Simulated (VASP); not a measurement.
# Ir (Fm-3m) in VASP: elastic constants with LDA

Aim: the elastic constants of Ir with LDA.

Program: VASP 6.6.1. These are calculated values, not measurements. Logs are shortened: lines on timing, memory, paths and dates and some standing lists are left out, and cuts for length are marked.

## (1) The crystal as given

The structure is cubic, space group Fm-3m (No. 225). The conventional cell has a = 3.854 Å, b = 3.854 Å, c = 3.854 Å, α = 90.00°, β = 90.00°, γ = 90.00°. Ir (site symmetry m-3m) has 12 Ir at 2.73 Å as nearest neighbours.

## (2) Elastic constants, LDA

Input file POSCAR:

```
Ir
1.0
    0.0000000000      1.9269646700      1.9269646700
    1.9269646700      0.0000000000      1.9269646700
    1.9269646700      1.9269646700      0.0000000000
Ir
1
Direct
    0.0000000000      0.0000000000      0.0000000000
```

Input file INCAR.step1:

```
  PREC = Accurate
  ENCUT = 600
  EDIFF = 1E-8
  ISMEAR = 0
  SIGMA = 0.1
  LREAL = False
  LASPH = True
  NELM = 100
  ALGO = Normal
  ISIF = 3
  LWAVE = False
  LCHARG = False
  IBRION = 2
  NSW = 40
  EDIFFG = -0.002
```

Input file INCAR.step2:

```
  PREC = Accurate
  ENCUT = 600
  EDIFF = 1E-8
  ISMEAR = 0
  SIGMA = 0.1
  LREAL = False
  LASPH = True
  NELM = 100
  ALGO = Normal
  ISIF = 3
  LWAVE = False
  LCHARG = False
  IBRION = 6
  NFREE = 2
  POTIM = 0.015
  NSW = 1
```

Input file KPOINTS:

```
regular mesh
0
Gamma
  8 8 8
```

Potentials or basis: VASP PAW LDA potentials, release 64 (Ir).

Launch:

```bash
$ cat potpaw_LDA.64/Ir/POTCAR > POTCAR
$ cp INCAR.step1 INCAR
$ mpirun -np 1 vasp_std > vasp.out
$ cp CONTCAR POSCAR
$ cp INCAR.step2 INCAR
$ mpirun -np 1 vasp_std > vasp.out
```

OUTCAR:

```text
PREC = Accurate
   ENCUT = 600
   EDIFF = 1E-8
   ISMEAR = 0
   LREAL = False
   LASPH = True
   NELM = 100
   ISIF = 3
   IBRION = 6
   NFREE = 2
   POTIM = 0.015
   NSW = 1

 ion  position               nearest neighbor table
   1  0.000  0.000  0.000-

  LATTYP: Found a face centered cubic cell.
 ALAT       =     3.8240715565

  Lattice vectors:

 A1 = (   0.0000000000,   1.9120357782,   1.9120357782)
 A2 = (   1.9120357782,   0.0000000000,   1.9120357782)
 A3 = (   1.9120357782,   1.9120357782,   0.0000000000)

Analysis of symmetry for initial positions (statically):
=====================================================================
 Subroutine PRICEL returns:
 Original cell was already a primitive cell.

 Routine SETGRP: Setting up the symmetry group for a
 face centered cubic supercell.

 Subroutine GETGRP returns: Found 48 space group operations
 (whereof 48 operations were pure point group operations)
 out of a pool of 48 trial point group operations.

The static configuration has the point symmetry O_h .

Analysis of symmetry for dynamics (positions and initial velocities):
=====================================================================
 Subroutine PRICEL returns:
 Original cell was already a primitive cell.

 Routine SETGRP: Setting up the symmetry group for a
 face centered cubic supercell.

 Subroutine GETGRP returns: Found 48 space group operations
 (whereof 48 operations were pure point group operations)
 out of a pool of 48 trial point group operations.

The dynamic configuration has the point symmetry O_h .

 Subroutine INISYM returns: Found 48 space group operations
 (whereof 48 operations are pure point group operations),
 and found     1 'primitive' translations

----------------------------------------------------------------------------------------

                                     Primitive cell

  volume of cell :      13.9803

  direct lattice vectors                    reciprocal lattice vectors
     0.000000000  1.912035778  1.912035778    -0.261501383  0.261501383  0.261501383
     1.912035778  0.000000000  1.912035778     0.261501383 -0.261501383  0.261501383
     1.912035778  1.912035778  0.000000000     0.261501383  0.261501383 -0.261501383

  length of vectors
     2.704026929  2.704026929  2.704026929     0.452933681  0.452933681  0.452933681

  position of ions in fractional coordinates (direct lattice)
     0.000000000  0.000000000  0.000000000

  ion indices of the primitive-cell ions
   primitive index   ion index
                 1           1

----------------------------------------------------------------------------------------

 KPOINTS: regular mesh

Automatic generation of k-mesh.
 Grid dimensions read from file:
 generate k-points for:    8    8    8

 Generating k-lattice:

  Cartesian coordinates                     Fractional coordinates (reciprocal lattice)
    -0.032687673  0.032687673  0.032687673     0.125000000  0.000000000  0.000000000
     0.032687673 -0.032687673  0.032687673     0.000000000  0.125000000  0.000000000
     0.032687673  0.032687673 -0.032687673     0.000000000  0.000000000  0.125000000

  Length of vectors
     0.056616710  0.056616710  0.056616710

  Shift w.r.t. Gamma in fractional coordinates (k-lattice)
     0.000000000  0.000000000  0.000000000

 Subroutine IBZKPT returns following result:
 ===========================================

 Found     29 irreducible k-points:

 Following reciprocal coordinates:
            Coordinates               Weight
  0.000000  0.000000  0.000000      1.000000
  0.125000  0.000000  0.000000      8.000000
  0.250000  0.000000  0.000000      8.000000
  0.375000  0.000000  0.000000      8.000000
  0.500000  0.000000  0.000000      4.000000
  0.125000  0.125000  0.000000      6.000000
[... 16 lines left out ...]
  0.500000  0.250000  0.125000     48.000000
 -0.375000  0.250000  0.125000     24.000000
 [... further k-points ...]
   k-points           NKPTS =     29   k-points in BZ     NKDIM =     29   number of bands    NBANDS=      8
   number of dos      NEDOS =    301   number of ions     NIONS =      1
   total plane-waves  NPLWV =  13824
   dimension x,y,z NGX =    24 NGY =   24 NGZ =   24
[... 29 lines left out ...]
   ISMEAR =     0;   SIGMA  =   0.10  broadening in eV -4-tet -1-fermi 0-gaus
   EFERMI_NEDOS =   21; number of points for ismear=-14 and -15
   IALGO  =     38    algorithm
   IMIX   =      4    mixing-type and parameters
     AMIX     =   0.40;   BMIX     =  1.00
     AMIX_MAG =   1.60;   BMIX_MAG =  1.00
  volume/ion in A,a.u.               =      13.98        94.34
  Fermi-wavevector in a.u.,A,eV,Ry     =   1.413567  2.671254 27.186766  1.998171
  Thomas-Fermi vector in A             =   2.535199
   LORBIT       =      0    0 simple, 1 ext, 2 COOP (PROOUT), +10 PAW based schemes
   GGA     = CA    functional components
   LHFCALC =     F    Hartree Fock is set to
   AEXX    =    0.0000 exact exchange contribution
   IVDW    =     0    specifies the selected vdW correction
   LEPSILON=     F    determine dielectric tensor
   LRPA    =     F    only Hartree local field effects (RPA)
 finite differences with symmetry
 non-spin polarized calculation
 Gauss-broadening in eV      SIGMA  =   0.10
  energy-cutoff  :      600.00
  volume of cell :       13.98
 maximum number of plane-waves:       489
 NGX is ok and might be reduce to    24
   NGX = 11   NGY = 11   NGZ = 11

--------------------------------------- Ionic step        1  -------------------------------------------

 number of electron       9.0000000 magnetization

 Free energy of the ion-electron system (eV)
  ---------------------------------------------------
  ext. energy  EPLUGINS =         0.00000000
  ---------------------------------------------------
  free energy    TOTEN  =       -10.24987263 eV

  energy without entropy =      -10.24093599  energy(sigma->0) =      -10.24540431

------------------------ aborting loop because EDIFF is reached ----------------------------------------

  FORCE on cell =-STRESS in cart. coord.  units (eV):
  Direction    XX          YY          ZZ          XY          YZ          ZX
  --------------------------------------------------------------------------------------
  -------------------------------------------------------------------------------------
  Total        0.0000149      0.0000149      0.0000149     -0.0000000     -0.0000000     -0.0000000
  in kB        0.0017116      0.0017116      0.0017116     -0.0000000     -0.0000000     -0.0000000
  external PRESSURE =       0.0017116 kB  Pullay stress =       0.0000000 kB
[... 86 lines left out ...]
  FREE ENERGIE OF THE ION-ELECTRON SYSTEM (eV)
  ---------------------------------------------------
  free  energy   TOTEN  =       -10.2431420997 eV

  energy  without entropy=      -10.2341082808  energy(sigma->0) =      -10.23862519

[... ionic steps 4 to 12 ...]

--------------------------------------- Ionic step       13  -------------------------------------------

 number of electron       9.0000000 magnetization

------------------------ aborting loop because EDIFF is reached ----------------------------------------
[... 65 lines left out ...]
--------------------------------------- Ionic step       15  -------------------------------------------

 number of electron       9.0000000 magnetization

 Free energy of the ion-electron system (eV)
  ---------------------------------------------------
  ext. energy  EPLUGINS =         0.00000000
  ---------------------------------------------------
  free energy    TOTEN  =       -10.24987263 eV

  energy without entropy =      -10.24093588  energy(sigma->0) =      -10.24540425

 E-fermi :  10.5712     XC(G=0): -14.2076

 val. band max:       10.5245985619   @ k =  -0.3750   0.1250   0.0000
 cond. band min:      10.5863946214   @ k =  -0.3750   0.2500   0.0000
 fundamental gap:      0.0617960596
 Fermi energy:        10.5711605745

 k-point     1 :       0.0000    0.0000    0.0000
  band No.  band energies     occupation
      1      -0.7141      2.00000
      2       6.5287      2.00000
      3       6.5287      2.00000
      4       6.5287      2.00000
      5       9.3253      2.00000
      6       9.3253      2.00000
      7      24.8247      0.00000
      8      30.4571      0.00000
[... 243 lines left out ...]
 k-point    24 :      -0.3750    0.2500    0.1250
  band No.  band energies     occupation
      1       3.7722      2.00000
      2       5.1896      2.00000
      3       6.8478      2.00000
      4       7.8905      2.00000
      5      11.1072      0.00000
      6      15.7842      0.00000
      7      17.2838      0.00000
      8      26.3854      0.00000

 [... further k-points ...]

------------------------ aborting loop because EDIFF is reached ----------------------------------------

  FORCE on cell =-STRESS in cart. coord.  units (eV):
  Direction    XX          YY          ZZ          XY          YZ          ZX
  --------------------------------------------------------------------------------------
  -------------------------------------------------------------------------------------
  Total        0.0000434      0.0000434      0.0000434      0.0000000     -0.0000000     -0.0000000
  in kB        0.0049698      0.0049698      0.0049698      0.0000000     -0.0000000     -0.0000000
  external PRESSURE =       0.0049698 kB  Pullay stress =       0.0000000 kB
[... 16 lines left out ...]
  FREE ENERGIE OF THE ION-ELECTRON SYSTEM (eV)
  ---------------------------------------------------
  free  energy   TOTEN  =       -10.2498726261 eV

  energy  without entropy=      -10.2409358765  energy(sigma->0) =      -10.24540425

 INTERNAL STRAIN TENSORS FROM STRAINED CELLS
 ============================================

 INTERNAL STRAIN TENSOR FOR ION    1 for displacements in x,y,z  (eV/Angst):
          X           Y           Z          XY          YZ          ZX
  --------------------------------------------------------------------------------
  x    -0.00000    -0.00000     0.00000     0.00000     0.00000     0.00000
  y    -0.00000     0.00000     0.00000     0.00000     0.00000     0.00000
  z    -0.00000     0.00000     0.00000     0.00000    -0.00000     0.00000

 INTERNAL STRAIN TENSORS FROM DISPLACED ATOMS
 ============================================

 INTERNAL STRAIN TENSOR FOR ION    1 for displacements in x,y,z  (eV/Angst):
          X           Y           Z          XY          YZ          ZX
  --------------------------------------------------------------------------------
  x     0.00000     0.00000     0.00000     0.00000     0.00000     0.00000
  y     0.00000     0.00000     0.00000     0.00000     0.00000     0.00000
  z     0.00000     0.00000     0.00000     0.00000     0.00000     0.00000

 Eigenvectors and eigenvalues of the dynamical matrix
 ----------------------------------------------------

   1 f/i=    0.000000 THz     0.000000 2PiTHz    0.000000 cm-1     0.000000 meV
             X         Y         Z           dx          dy          dz
      0.000000  0.000000  0.000000     1.000000    0.000000    0.000000

   2 f/i=    0.000000 THz     0.000000 2PiTHz    0.000000 cm-1     0.000000 meV
             X         Y         Z           dx          dy          dz
      0.000000  0.000000  0.000000     0.000000    1.000000    0.000000

   3 f/i=    0.000000 THz     0.000000 2PiTHz    0.000000 cm-1     0.000000 meV
             X         Y         Z           dx          dy          dz
      0.000000  0.000000  0.000000     0.000000    0.000000    1.000000

--------------------------------------------------------------------------------------------------------

 ELASTIC MODULI CONTR FROM IONIC RELAXATION (kBar)
 Direction    XX          YY          ZZ          XY          YZ          ZX
 --------------------------------------------------------------------------------
 XX           0.0000      0.0000      0.0000      0.0000      0.0000      0.0000
 YY           0.0000      0.0000      0.0000      0.0000      0.0000      0.0000
 ZZ           0.0000      0.0000      0.0000      0.0000      0.0000      0.0000
 XY           0.0000      0.0000      0.0000      0.0000      0.0000      0.0000
 YZ           0.0000      0.0000      0.0000      0.0000      0.0000      0.0000
 ZX           0.0000      0.0000      0.0000      0.0000      0.0000      0.0000
 --------------------------------------------------------------------------------

 TOTAL ELASTIC MODULI (kBar)
 Direction    XX          YY          ZZ          XY          YZ          ZX
 --------------------------------------------------------------------------------
 XX        6594.5232   2713.1771   2713.1771     -0.0000     -0.0000     -0.0000
 YY        2713.1771   6594.5232   2713.1771      0.0000     -0.0000      0.0000
 ZZ        2713.1771   2713.1771   6594.5232      0.0000      0.0000      0.0000
 XY          -0.0000      0.0000      0.0000   2085.6307     -0.0000      0.0000
 YZ          -0.0000     -0.0000      0.0000     -0.0000   2085.6307      0.0000
 ZX          -0.0000      0.0000      0.0000      0.0000      0.0000   2085.6307
 --------------------------------------------------------------------------------
```

Wall time 54 s (1 thread of Intel Xeon 6975P-C (Granite Rapids), shared host); peak memory 0.18 GiB.

Results:

* Relaxed volume: 13.98 Å³/atom
* Relaxed cell: a = 2.704 Å, b = 2.704 Å, c = 2.704 Å, α = 60.00°, β = 60.00°, γ = 60.00°
* Space group after relaxing (to 0.05 Å): Fm-3m (No. 225)
* Elastic constants C11, C12, C44: 659, 271, 209 GPa
* Voigt bulk modulus: 401 GPa

The path:
```csv
step,energy change (eV),largest force (eV/Å),pressure (GPa),volume (Å³)
1,0.0000,0.0000,-8.80,14.31
2,0.1556,0.0000,46.82,12.74
3,-0.0093,0.0000,-0.39,13.99
4,-0.0093,0.0000,-0.06,13.98
5,-0.0093,0.0000,0.13,13.98
6,-0.0093,0.0000,-0.42,14.00
7,-0.0093,0.0000,0.00,13.98
```

Final structure:
```xyz
1
Lattice="0.0000 1.9120 1.9120 1.9120 0.0000 1.9120 1.9120 1.9120 0.0000" Properties=species:S:1:pos:R:3 pbc="T T T"
Ir    0.0000    0.0000    0.0000
```

Elastic tensor in Voigt notation (GPa, in the Cartesian axes of the cell as first typed):
```
659 271 271   0   0   0
271 659 271   0   0   0
271 271 659   0   0   0
  0   0   0 209   0   0
  0   0   0   0 209   0
  0   0   0   0   0 209
```

Clamped-ion elastic tensor (GPa):
```
659 271 271   0   0   0
271 659 271   0   0   0
271 271 659   0   0   0
  0   0   0 209   0   0
  0   0   0   0 209   0
  0   0   0   0   0 209
```
